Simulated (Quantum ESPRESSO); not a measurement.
# TaN: equation of state with PBE+D3(BJ)

TaN:

```
Ta N
1.0
     0.00000    2.21132    2.21132
     2.21132    0.00000    2.21132
     2.21132    2.21132    0.00000
Ta N
1 1
Direct
  0.50000 0.50000 0.50000
  0.00000 0.00000 0.00000
```

The cell comes from a database or a generator and needn't be the stable form of this composition.

```yaml
Program: Quantum ESPRESSO 7.5
Task: equation of state
Functional: PBE
Dispersion: D3(BJ)
Potentials_or_basis: PseudoDojo 0.4.1 SR PBE standard
Cutoff: 1143 eV
Density_cutoff: 4572 eV
k_mesh: 10 × 10 × 10
Occupations: fermi-dirac, width 0.05 eV
Spin: no spin polarisation
```

```json
{
 "Equilibrium volume": "10.57 Å³/atom",
 "Bulk modulus": "344 GPa",
 "Pressure derivative of the bulk modulus": "4.5"
}
```

Energy against volume, from the lowest point:
```
volume (Å³/atom)  energy (meV/atom)
          10.164              18.10
          10.381               3.82
          10.597               0.00
          10.813               5.62
          11.030              19.64
          11.246              41.16
          11.462              69.43
```

All runs of the series together: 3 min on 1 thread of Intel(R) Xeon(R) Platinum 8259CL CPU @ 2.50GHz (Skylake/Cascade Lake), with other jobs on the host.

The run has no spin-orbit coupling, so splittings on Ta are missing.
